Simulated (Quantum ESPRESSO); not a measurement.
NaF (Villiaumite): dielectric tensor and Born charges under several settings

```xyz
2
Lattice="0.0000 2.3200 2.3200 2.3200 0.0000 2.3200 2.3200 2.3200 0.0000" Properties=species:S:1:pos:R:3 pbc="T T T"
Na    0.0000    0.0000    0.0000
F     2.3200    2.3200    2.3200
```

All runs used Quantum ESPRESSO 7.5; potentials GBRV 1.5 PBEsol; given cell; no spin polarisation; cutoff 612 eV; occupations smeared at first, fixed for the response.

```tsv
level	k mesh (s: shifted)	ε∞ (diagonal)	Born charge of atom 1 (e)	sum of the Born charges (e)
PBEsol	4 × 4 × 4	?	?	?
PBEsol	6 × 6 × 6	1.89	1.02	0.01
PBEsol	8 × 8 × 8	1.89	1.01	0.00
PBEsol	10 × 10 × 10	1.89	1.01	0.00
PBEsol	12 × 12 × 12	1.89	1.01	0.00
```

**Question.** What stands in the row left open?

**Answer.** ε∞ 1.88; Born charge of atom 1 1.03 e; sum of the Born charges 0.02 e.

Caveats: some runs use coarse meshes; on a mesh that holds Γ this program's dielectric tensor can be off by some percent beyond the error of the mesh.

For the row left open. Caveat: the k mesh is coarse (spacing up to 0.59 Å⁻¹), so the values aren't converged; on a mesh that holds Γ this program's dielectric tensor can be off by some percent beyond the error of the mesh.
